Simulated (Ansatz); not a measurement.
# TiNi (P4/mmm) in Ansatz: reference runs

Reference runs on TiNi: the cell as given and a disturbed copy.

Everything below comes from runs of Ansatz 0.2.0. Logs are shortened: lines on timing, memory, paths and dates and some standing lists are left out, and cuts for length are marked.

### Step 1. Starting point

It takes space group P4/mmm (No. 123, tetragonal). The conventional cell has a = 2.736 Å, b = 2.736 Å, c = 3.581 Å, α = 90.00°, β = 90.00°, γ = 90.00°. Ni (site symmetry 4/mmm) has 8 Ti at 2.64 Å and 4 Ni at 2.74 Å as nearest neighbours. Around Ti (site symmetry 4/mmm) lie 8 Ni at 2.64 Å and 4 Ti at 2.74 Å.

The cell comes from a database or a generator and needn't be the stable form of this composition.

### Step 2. Single point, PBEsol, collinear spin, ferromagnetic start

Input file input.yaml:

```yaml
crystal:
  lattice:
    - [2.735803, 0.0, 0.0]
    - [0.0, 2.735803, 0.0]
    - [0.0, 0.0, 3.58141]
  atoms:
    - { symbol: Ni, position: [0.0, 0.0, 0.0], spin: 1.0 }
    - { symbol: Ti, position: [0.5, 0.5, 0.5], spin: 1.0 }
hamiltonian:
  xc: pbesol
  pseudopotentials: { kind: paw }
magnetization:
  spin_polarized: true
kpoints:
  mp_grid: { grid: [10, 10, 8] }
scf:
  occupations: { method: fermi_dirac, width: 0.05 }
output:
  forces: true
  stress: true
  eigenvalues: true
```

Potentials or basis: Ansatz PAW.

Launch:

```sh
> ansatz run input.yaml --threads 2 --pin off --max-ram 5632MiB --backend cpu --events-out ev --progress --plain --runs-dir out
```

Log:

```text
Warning: RAYON_NUM_THREADS=2 ignored (pool sized by the plan → 2); use --threads N
Engine: ansatz 0.2.0, aarch64-unknown-linux-gnu
Pseudopotentials: kind: paw
Pseudopotential: Ni, paw, valence charge 18, recommended cutoff 420 eV (normal), Ni.paw.azcp
Pseudopotential: Ti, paw, valence charge 12, recommended cutoff 420 eV (normal), Ti.paw.azcp
Functional definition: PBEsol
  exchange = pbesol_x
  correlation = pbesol_c
Crystal: 2 atoms, lattice volume = 26.805 Å³
Basis set: ecut = 420 eV, 535 PW (Γ), exchange–correlation on 40×40×48 points (8 copies of the dense FFT grid, shifted against one another)
Bands: 20, of which v1, the nominal top of the filled ones, is band 15 counted from 1 (14 counted from 0)
Symmetry: 16 space group operations
Space group: P4/mmm (ITA 123), of the structure as read, at distance tolerance 3.0e-5 Å
Magnetic group: BNS 123.339 (UNI 999), of the structure as read, at distance tolerance 3.0e-5 Å
k-points: 105 of 800
Non-local potential: Ni, projectors of the file, l = 0: 3, l = 1: 2, l = 2: 3, l = 3: 1
Non-local potential: Ti, projectors of the file, l = 0: 3, l = 1: 2, l = 2: 3, l = 3: 1
PAW form: soft (Blöchl's): semilocal exchange-correlation on the pseudo side does not see the compensation charge
PAW frozen core: Ni, regenerated for the run's functional, and the local potential with it (the file was generated under x = pbe(κ = 0.804, μ = 0.2195149727645171), c = pbe(β = 0.06672455060314922))
PAW frozen core: Ti, regenerated for the run's functional, and the local potential with it (the file was generated under x = pbe(κ = 0.804, μ = 0.2195149727645171), c = pbe(β = 0.06672455060314922))
PAW one-centre angular grid: Ni, 590 points (default); XC on 64 Gauss nodes
PAW one-centre angular grid: Ti, 590 points (default); XC on 64 Gauss nodes
Initial density: superposition of atomic densities (chi_scale 0.1, normalization cell)
Starting moments: Σ|m| = 2 μB on 2 of 2 sites
Initial wavefunctions: pseudopotential atomic-orbital guess
Functional: x = pbesol(κ = 0.804, μ = 0.12345679012345678), c = pbesol(β = 0.046)
SCF iter   1: F=—  HF=-8279.620846 eV  |F-HF|=—  |Δ(HF+E_count)|=         —  Δρ=1.16e-1 (↑1.16e-1 ↓4.79e-2)  dr2=1.60e0  dr2_m=1.45e0  M=0.366 μB ∫|m|=0.390 μB  β_m=0.30  ethr=3.10e-3  ⟨swp⟩=3.4  Hψ=15720  notcnv=0
Mixer restart at iter 1: flushing history
preconditioner: auto → none  [metal: Δε(μ)=0.009 eV  Ē_g=5.256 eV  σ=0.050 eV  W_gap=0.05  n_scr=6 (ndim 8)  ℏωp=26.8 eV  f_vac=0.000  D(μ)=2.16/eV (n_scr^D=28)  sad-step TF]
SCF iter   2: F=—  HF=-8278.912234 eV  |F-HF|=—  |Δ(HF+E_count)|=   7.09e-1  Δρ=6.77e-2 (↑6.50e-2 ↓6.77e-2)  dr2=8.24e-1  dr2_m=9.28e-1  M=0.272 μB ∫|m|=0.295 μB  β_m=0.54  ethr=3.10e-3  ⟨swp⟩=2.3  Hψ=7823  notcnv=0  defer=5
SCF iter   3: F=—  HF=-8279.436123 eV  |F-HF|=—  |Δ(HF+E_count)|=   5.24e-1  Δρ=6.06e-2 (↑6.06e-2 ↓2.88e-2)  dr2=1.34e0  dr2_m=2.25e-1  M=0.270 μB ∫|m|=0.293 μB  β_m=0.51  ethr=2.75e-3  ⟨swp⟩=3.5  Hψ=8879  notcnv=0  defer=5
SCF iter   4: F=—  HF=-8279.479474 eV  |F-HF|=—  |Δ(HF+E_count)|=   4.34e-2  Δρ=1.74e-2 (↑1.38e-2 ↓1.74e-2)  dr2=5.94e-2  dr2_m=5.05e-2  M=0.145 μB ∫|m|=0.162 μB  β_m=0.53  ethr=2.75e-3  ⟨swp⟩=2.4  Hψ=7617  notcnv=0  defer=7
SCF iter   5: F=—  HF=-8279.555697 eV  |F-HF|=—  |Δ(HF+E_count)|=   7.62e-2  Δρ=8.86e-3 (↑3.18e-3 ↓8.86e-3)  dr2=2.53e-2  dr2_m=2.38e-3  M=0.094 μB ∫|m|=0.104 μB  β_m=0.73  ethr=1.98e-4  ⟨swp⟩=2.2  Hψ=6827  notcnv=0  defer=7
SCF iter   6: F=—  HF=-8279.560902 eV  |F-HF|=—  |Δ(HF+E_count)|=   5.20e-3  Δρ=1.74e-3 (↑1.40e-3 ↓1.74e-3)  dr2=5.72e-4  dr2_m=5.21e-4  M=0.064 μB ∫|m|=0.068 μB  β_m=0.73  ethr=8.42e-5  ⟨swp⟩=2.0  Hψ=6708  notcnv=0  defer=7
SCF iter   7: F=—  HF=-8279.560851 eV  |F-HF|=—  |Δ(HF+E_count)|=   5.13e-5  Δρ=1.52e-3 (↑1.52e-3 ↓7.98e-4)  dr2=7.52e-4  dr2_m=1.06e-4  M=0.048 μB ∫|m|=0.050 μB  β_m=0.87  ethr=1.91e-6  ⟨swp⟩=2.1  Hψ=6286  notcnv=0  defer=7
SCF iter   8: F=—  HF=-8279.561092 eV  |F-HF|=—  |Δ(HF+E_count)|=   2.41e-4  Δρ=4.81e-4 (↑3.38e-4 ↓4.81e-4)  dr2=3.23e-5  dr2_m=3.38e-5  M=0.031 μB ∫|m|=0.032 μB  β_m=0.93  ethr=1.91e-6  ⟨swp⟩=2.0  Hψ=5691  notcnv=0  defer=7
SCF iter   9: F=—  HF=-8279.561124 eV  |F-HF|=—  |Δ(HF+E_count)|=   3.20e-5  Δρ=2.90e-4 (↑2.71e-4 ↓2.90e-4)  dr2=2.93e-6  dr2_m=1.87e-5  M=0.021 μB ∫|m|=0.021 μB  β_m=0.97  ethr=1.08e-7  ⟨swp⟩=2.0  Hψ=6440  notcnv=0  defer=7
SCF iter  10: F=—  HF=-8279.561141 eV  |F-HF|=—  |Δ(HF+E_count)|=   1.73e-5  Δρ=9.44e-5 (↑8.33e-5 ↓9.44e-5)  dr2=3.30e-7  dr2_m=1.83e-6  M=0.005 μB ∫|m|=0.005 μB  β_m=0.98  ethr=9.76e-9  ⟨swp⟩=2.6  Hψ=7177  notcnv=0  defer=7
SCF iter  11: F=—  HF=-8279.561142 eV  |F-HF|=—  |Δ(HF+E_count)|=   7.27e-7  Δρ=4.70e-5 (↑4.70e-5 ↓2.45e-5)  dr2=4.15e-7  dr2_m=2.03e-7  M=-0.002 μB ∫|m|=0.002 μB  β_m=0.99  ethr=1.10e-9  ⟨swp⟩=2.8  Hψ=7941  notcnv=0  defer=7
SCF iter  12: F=—  HF=-8279.561142 eV  |F-HF|=—  |Δ(HF+E_count)|=   3.69e-7  Δρ=2.40e-5 (↑2.40e-5 ↓1.80e-5)  dr2=2.88e-7  dr2_m=3.75e-9  M=-0.000 μB ∫|m|=0.000 μB  β_m=0.83  ethr=1.10e-9  ⟨swp⟩=2.0  Hψ=6577  notcnv=0  defer=7
SCF iter  13: F=—  HF=-8279.561142 eV  |F-HF|=—  |Δ(HF+E_count)|=   3.37e-8  Δρ=7.92e-6 (↑7.92e-6 ↓6.74e-6)  dr2=3.57e-8  dr2_m=2.85e-10  M=0.000 μB ∫|m|=0.000 μB  β_m=0.74  ethr=9.61e-10  ⟨swp⟩=2.1  Hψ=5844  notcnv=0  defer=7
SCF iter  14: F=—  HF=-8279.561142 eV  |F-HF|=—  |Δ(HF+E_count)|=   2.28e-9  Δρ=4.32e-6 (↑4.32e-6 ↓3.95e-6)  dr2=1.37e-8  dr2_m=4.46e-11  M=0.000 μB ∫|m|=0.000 μB  β_m=0.74  ethr=1.19e-10  ⟨swp⟩=2.2  Hψ=13147  notcnv=0
SCF iter  15: F=-8279.561142 eV  HF=-8279.561142 eV  |F-HF|=2.26e-9  |Δ(HF+E_count)|=  4.95e-10  Δρ=1.41e-6 (↑1.41e-6 ↓1.40e-6)  dr2=2.39e-9  dr2_m=4.03e-12  M=0.000 μB ∫|m|=0.000 μB  ethr=4.57e-11  ⟨swp⟩=3.0  Hψ=9725  notcnv=0
SCF 1 converged in 15 iterations: F = -8279.561142 eV  dr2 = 2.39e-9
WARN: the starting moments were not kept: the SCF closed with an absolute magnetisation of 2.2e-5 μB, where they sum to 2 μB in size (2 sites). That is at most 0.1 of that sum. Measured as dr2_m measures the in/out step, that magnetisation stands 2.1e-10 eV from none, at or under the dr2_threshold of 1.0e-7 eV: it is no larger than a step whose dr2_m would equal this threshold. The system may hold no moment; this SCF shows only that its start led to no more than that. To try another start: raise the starting moments (crystal.atoms[].spin, magnetization.per_species, magnetization.initial_magnetization, or on a non-collinear deck that types none of these the spinor_matrix: blocks that start its atoms; where the total moment is fixed, keep their sum and leave initial_magnetization as it is; typed ones take the place of any that the run laid by itself, positive ones on a crystal's lanthanoids without a Hubbard term where scf.initial_density.shell_occupations: [] is typed) or, if the notice of its spin-set hold's release reads "site moments contracting" or "site moments show no strong build", lengthen the hold (scf.mixing.spin_hold: { on: { confirm: 4 } }; for m-r²SCAN on two components see the key's manual first). Each may lead to a state that holds a moment. A second SCF, from the converged charge density, with the starting moments and any scf.initial_density.shell_occupations laid on it anew, would have followed, and was not run: the deck does not ask for one (magnetization.retry_lost_moments is false, the default). To let it run, set magnetization.retry_lost_moments: true and run the deck again, where that key's refused combinations let it; where memory then withholds it, that run's warning says so.
SCF converged after 15 iterations
Magnetization: 0.0000 μB (15.0000 up, 15.0000 down)
Absolute magnetization: 0.0000 μB (∫|ρ↑−ρ↓|, with the PAW one-centre terms)
Spin contamination: 0.0000 ħ² per cell (⟨S²⟩ above its minimum at these occupations)
Per-site moments (μB) at R_I (Å): [(3.2157021624579136e-6, 1.0873842251019563), (1.529063394937129e-5, 1.0873842251019563)]
Free energy (F): -8279.561142 eV
Harris-Foulkes:  -8279.561142 eV  (|F-HF|=2.26e-9)
Internal energy: -8279.540284 eV  (E = F + TS)
E sigma→0 (E₀):  -8279.550713 eV
Entropy (-TS):   -0.020858 eV (-10.429 meV/atom)
Fermi energy:    16.002968 eV
--- Per-component energies (eV) ---
  E_band       = -450.298850
  E_kinetic    = 556.443996
  E_local      = -4594.323728  (includes V_loc(G=0)·N_el)
  E_nonlocal   = 643.191981
  E_hartree    = 1934.110350
  E_xc         = -182.022182
  E_vxc        = -231.954995  (∫ρ·V_xc dr)
  E_paw        = -2616.116121  (= ΣΔE_a)
  E_vpaw       = -691.875015  (= ΣTr[D̂ρ^β])
  E_aug_tail   = 0.000618  (compensation charges beyond the density's cutoff)
  E_ewald      = -4021.161872
  E_core_change = 0.336673  (= ΣΔE_core)
  E_smearing   = -0.020858  (= −TS)
  E_closure    = -0.000000  (closes the sum)
  Σ components = -8279.561142   (vs F -8279.561142, Δ=0.00e0)
--- Forces (eV/Å), atoms counted from 1 ---
  atom   1  Ni    -0.00000000     0.00000000     0.00000000
  atom   2  Ti     0.00000000    -0.00000000    -0.00000000
  max |Σ_I F_I| component: 6.62e-29 eV/Å
--- Stress (GPa, compression-positive) ---
       -5.378576      -0.000000       0.000000
       -0.000000      -5.378576      -0.000000
        0.000000      -0.000000      -7.931041
  P = ⅓ Tr σ = -6.2294 GPa (-62.294 kbar)
--- Band table (eV; the first three rows and the last of 210) ---
  k-point 0 ↑: bands = ["-87.0466", "-47.6154", "-47.5413", "-47.5413", "-40.5702", "-16.9272", "-16.5895", "-16.5895", "8.3791", "12.1264", "12.6242", "14.1929", "14.1929", "14.8424", "15.7328", "16.6893", "18.9631", "18.9631", "19.4037", "19.8378"]
  k-point 1 ↑: bands = ["-87.0466", "-47.6158", "-47.5413", "-47.5413", "-40.5693", "-16.9366", "-16.5893", "-16.5893", "8.5917", "12.1778", "12.6919", "14.2230", "14.2230", "14.8511", "15.6391", "16.4678", "18.8045", "18.8045", "19.3023", "19.3899"]
  k-point 2 ↑: bands = ["-87.0466", "-47.6167", "-47.5413", "-47.5413", "-40.5672", "-16.9592", "-16.5891", "-16.5891", "9.2033", "12.2615", "12.8750", "14.3011", "14.3011", "14.8725", "15.3934", "15.7399", "18.4411", "18.4411", "18.4463", "19.3563"]
  k-point 104 ↓: bands = ["-87.0406", "-47.6092", "-47.5778", "-47.5778", "-40.4007", "-17.1309", "-17.1309", "-16.8288", "13.0268", "13.4834", "13.5040", "13.5040", "14.5497", "14.5497", "14.5935", "15.3104", "18.7701", "20.3634", "23.0361", "24.3970"]
```

Run time: 7 s. Hardware: 2 threads of Arm Neoverse V1, shared host; peak memory 0.41 GiB.

What came out:

```yaml
Free_energy: -8279.5611 eV
Pressure: -6.2 GPa
Band_gap_on_the_k_mesh: none (metal or under the smearing width)
Net_moment: 0.00 μB per cell
Absolute_moment: 0.00 μB per cell
```

Stress tensor (GPa, compression positive):
```
-5.38  0.00  0.00
 0.00 -5.38  0.00
 0.00  0.00 -7.93
```

Levels at points of the mesh, in eV from the Fermi level:
Spin up:
| k point | band 12 | band 13 | band 14 | band 15 | band 16 | band 17 | band 18 | band 19 |
| --- | --- | --- | --- | --- | --- | --- | --- | --- |
| (0.00, 0.00, 0.00) | -1.81 | -1.81 | -1.16 | -0.27 | 0.69 | 2.96 | 2.96 | 3.40 |
| (0.00, 0.00, -0.50) | -1.60 | -1.57 | -1.57 | -1.10 | -1.04 | 1.80 | 1.95 | 1.95 |
| (0.00, -0.50, 0.00) | -2.40 | -1.65 | -1.43 | -0.74 | -0.37 | 0.43 | 1.58 | 2.68 |
| (0.00, -0.50, -0.50) | -1.88 | -1.84 | -0.23 | 0.00 | 0.21 | 0.61 | 2.33 | 2.98 |
| (-0.50, -0.50, 0.00) | -3.25 | -0.69 | 0.13 | 2.17 | 2.17 | 2.18 | 2.18 | 2.42 |
| (-0.50, -0.50, -0.50) | -2.50 | -1.45 | -1.45 | -1.41 | -0.69 | 2.77 | 4.36 | 7.03 |
Spin down:
```csv
k point,band 11,band 12,band 13,band 14,band 15,band 16,band 17,band 18,band 19,band 20
"(0.00, 0.00, 0.00)",-3.38,-1.81,-1.81,-1.16,-0.27,0.69,2.96,2.96,3.40,3.83
"(0.00, 0.00, -0.50)",-2.79,-1.60,-1.57,-1.57,-1.10,-1.04,1.80,1.95,1.95,3.31
"(0.00, -0.50, 0.00)",-2.47,-2.40,-1.65,-1.43,-0.74,-0.37,0.43,1.58,2.68,5.25
"(0.00, -0.50, -0.50)",-1.96,-1.88,-1.84,-0.23,0.00,0.21,0.61,2.33,2.98,3.12
"(-0.50, -0.50, 0.00)",-3.25,-3.25,-0.69,0.13,2.17,2.17,2.18,2.18,2.42,4.35
"(-0.50, -0.50, -0.50)",-2.50,-2.50,-1.45,-1.45,-1.41,-0.69,2.77,4.36,7.03,8.39
```

Caveat: the PAW data sets come from PBE, with cores solved anew for the run's functional, which leaves a small shift of forces and pressure; the starting moments weren't kept.

(Continued in part 2 of 2.)
